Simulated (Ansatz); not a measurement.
Set up this calculation in Ansatz 0.2.0, as the native input.

| Quantity | Value |
| --- | --- |
| Task | band structure |
| Functional | PBE |
| Potentials or basis | Ansatz PAW |
| Cutoff | 420 eV (not typed: the program's choice for these potentials) |
| k mesh | 10 × 10 × 10 |
| Occupations | fermi-dirac, width 0.05 eV |
| Spin | no spin polarisation |
| Path | [["G", "H", "N", "G", "P", "H"], ["P", "N"]] |
| Points for each segment of the path | 14 |

The system is Hf.

```
Hf
1.0
    -1.80500    1.80500    1.80500
     1.80500   -1.80500    1.80500
     1.80500    1.80500   -1.80500
Hf
1
Direct
  0.00000 0.00000 0.00000
```

This isn't the form of Hf at room conditions, which is hcp.

One way to write it, as run:

input.yaml

```yaml
crystal:
  lattice:
    - [-1.805, 1.805, 1.805]
    - [1.805, -1.805, 1.805]
    - [1.805, 1.805, -1.805]
  atoms:
    - { symbol: Hf, position: [0.0, 0.0, 0.0] }
hamiltonian:
  xc: pbe
  pseudopotentials: { kind: paw }
kpoints:
  mp_grid: { grid: [10, 10, 10] }
  band_path:
    path:
      - [[0.0, 0.0, 0.0], [0.5, -0.5, 0.5], [0.0, 0.0, 0.5], [0.0, 0.0, 0.0], [0.25, 0.25, 0.25], [0.5, -0.5, 0.5]]
      - [[0.25, 0.25, 0.25], [0.0, 0.0, 0.5]]
    npoints: 14
scf:
  occupations: { method: fermi_dirac, width: 0.05 }
  n_extra_bands: 6
output:
  forces: true
  stress: true
  eigenvalues: true
  fatbands: false
  write_density: true
  write_potential: true
  elf: true
  volumetric_format: npy
```

Potentials or basis: Ansatz PAW.

Launch:

```console
$ ansatz run input.yaml --threads 2 --pin off --max-ram 5632MiB --backend cpu --events-out ev --progress --plain --runs-dir out
```

It gave:

```yaml
Pressure: -4.9 GPa
Band_gap_on_the_k_mesh: none (metal or under the smearing width)
```

Caveat: spin-orbit coupling is left out, which moves the levels of the heavy elements.

Wall time 0.81 s on 2 threads of AMD EPYC 9R45 96-Core Processor (Zen 5), on a shared host, peak memory 0.36 GiB.
